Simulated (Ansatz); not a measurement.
Structure: COD 9008528, as refined from experiment and not relaxed.

An input for Ba: DFT, PBE, all-electron LAPW, scalar-relativistic (Ansatz 0.2.0).

Command: `ansatz run input.yaml --threads 1 --pin off --max-ram 2048MiB --backend cpu --events-out ev --progress --plain --runs-dir out` The run took about 7.7 s on 1 thread of a shared machine.

```yaml
crystal:
  lattice:
    - [-2.5, 2.5, 2.5]
    - [2.5, -2.5, 2.5]
    - [2.5, 2.5, -2.5]
  atoms:
    - { symbol: Ba, position: [0.0, 0.0, 0.0] }
kpoints:
  mp_grid: { grid: [10, 10, 10] }
  band_path:
    path:
      - [0.0, 0.0, 0.0]
      - [0.5, -0.5, 0.5]
      - [0.0, 0.0, 0.5]
      - [0.0, 0.0, 0.0]
      - [0.25, 0.25, 0.25]
      - [0.5, -0.5, 0.5]
      - [0.25, 0.25, 0.25]
      - [0.0, 0.0, 0.5]
    npoints: 8
scf:
  occupations: { method: fermi_dirac, width: 0.05 }
hamiltonian:
  xc: pbe
  pseudopotentials: { kind: all_electron, lapw: { basis_error: 0.0005 } }
output:
  forces: true
  stress: true
  eigenvalues: true
  populations: true
  dos: { projected: true, de: 0.2, e_range: [-14, 8] }
```

Set-up and iterations as logged by Ansatz (the results part is left out, to be predicted):

```
Ba: projections on atomic orbitals take those of the free atom 1s2 2s2 2p6 3s2 3p6 3d10 4s2 4p6 4d10 5s2 5p6 6s2, of charge +0.00 (hamiltonian.pseudopotentials.projection_atoms)
LAPW: plane waves up to 4.624 Å⁻¹, error target 5.0e-4 eV per atom; small_component_spin mean_spin; Ba in spheres of 2.165 Å, 20 of its electrons in bands, Dirac shells []
Engine: ansatz 0.2.0
Pseudopotentials: kind: all_electron
Pseudopotential: Ba, LAPW, valence charge 20, Koelling and Harmon's equation, gaussian nucleus
Functional definition: PBE
  parameter kappa = 0.804
  parameter beta = 0.06672455060314922
  exchange = pbe_x(kappa = kappa, mu = beta*pi^2/3)
  correlation = pbe_c(beta = beta)
Crystal: 1 atoms, lattice volume = 62.500 Å³
Basis set: ecut = 81.4782162114722 eV, 87 PW (Γ), exchange–correlation at level 2
Bands: 14, of which v1, the nominal top of the filled ones, is band 10 counted from 1 (9 counted from 0)
Symmetry: 48 space group operations
Space group: Im-3m (ITA 229), of the structure as read, at distance tolerance 4.0e-5 Å
k-points: 47 of 1000
Non-local potential: Ba, projectors of the file, none
Initial density: superposition of atomic densities (chi_scale 0.1, normalization cell)
Initial wavefunctions: plane waves of lowest kinetic energy (no species holds an atomic orbital)
Functional: x = pbe(κ = 0.804, μ = 0.2195149727645171), c = pbe(β = 0.06672455060314922)
iter 1 solved again at ethr=1.92e-5 eV; its pass at ethr=1.00e-1 eV (dr2=3.84e-3 eV) is discarded
SCF iter   1: F=—  HF=-221372.281423 eV  |F-HF|=—  |Δ(HF+E_count)|=         —  Δρ=2.09e-3  dr2=3.86e-3  ethr=1.92e-5  ⟨swp⟩=6.6  Hψ=5250  notcnv=0
SCF iter   2: F=—  HF=-221372.284779 eV  |F-HF|=—  |Δ(HF+E_count)|=   3.36e-3  Δρ=1.60e-3  dr2=2.39e-3  ethr=1.92e-5  ⟨swp⟩=2.0  Hψ=2180  notcnv=0
SCF iter   3: F=—  HF=-221372.287620 eV  |F-HF|=—  |Δ(HF+E_count)|=   2.84e-3  Δρ=6.84e-4  dr2=5.19e-4  ethr=1.20e-5  ⟨swp⟩=2.9  Hψ=2229  notcnv=0
SCF iter   4: F=—  HF=-221372.287877 eV  |F-HF|=—  |Δ(HF+E_count)|=   2.57e-4  Δρ=2.41e-4  dr2=7.72e-5  ethr=2.59e-6  ⟨swp⟩=2.4  Hψ=2198  notcnv=0
SCF iter   5: F=—  HF=-221372.287883 eV  |F-HF|=—  |Δ(HF+E_count)|=   6.23e-6  Δρ=7.55e-5  dr2=9.23e-6  ethr=3.86e-7  ⟨swp⟩=3.0  Hψ=2240  notcnv=0
SCF iter   6: F=—  HF=-221372.287884 eV  |F-HF|=—  |Δ(HF+E_count)|=   5.26e-7  Δρ=3.89e-5  dr2=2.21e-6  ethr=4.61e-8  ⟨swp⟩=2.0  Hψ=2178  notcnv=0
iter 7 solved again at ethr=2.30e-10 eV; its pass at ethr=1.10e-8 eV (dr2=4.60e-8 eV) is discarded
SCF iter   7: F=-221372.287884 eV  HF=-221372.287884 eV  |F-HF|=2.92e-8  |Δ(HF+E_count)|=   5.84e-7  Δρ=6.26e-6  dr2=4.59e-8  ethr=2.30e-10  ⟨swp⟩=2.0  Hψ=3511  notcnv=0
```

What pressure will this run report?

0.11 GPa (positive in compression).

Is there a band gap?

none: bands cross the Fermi level, a metal.
